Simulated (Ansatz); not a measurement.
Input and command of a plane-wave DFT calculation in Ansatz:

```yaml
crystal:
  lattice:
    - [0.1046510339, -2.0557028141, -1.8735206662]
    - [-0.0120687109, 2.0223469215, -1.8401647736]
    - [3.8090879633, -0.1167197448, -0.0925823229]
  atoms:
    - { symbol: Rh, position: [0.5034531398, 0.5189330087, 0.4896287059] }
    - { symbol: Rh, position: [-0.0034531398, -0.0189330087, 0.0103712941] }
basis:
  ecutwfc: 420
kpoints:
  mp_grid: { grid: [12, 12, 10] }
hamiltonian:
  xc: pbe
scf:
  occupations: { method: gaussian, width: 0.15 }
output:
  forces: true
  stress: true
  eigenvalues: true
```

```bash
ansatz run input.yaml --threads 1 --pin off --max-ram 2560MiB --backend cpu --events-out ev --progress --plain --runs-dir out
```

Processor: Intel(R) Xeon(R) Platinum 8488C (Sapphire Rapids), 1 thread, on a host shared with other jobs.

Problem. How long does it run, and how much memory does it take?

Solution. About 15 s on 1 thread of Intel(R) Xeon(R) Platinum 8488C (Sapphire Rapids), on a shared host, peak memory 0.62 GiB. It solves 21 bands at 724 k points (the mesh reduced by the symmetry that the task leaves, which can be less than the crystal's) with about 563 plane waves, in 6 SCF iterations.
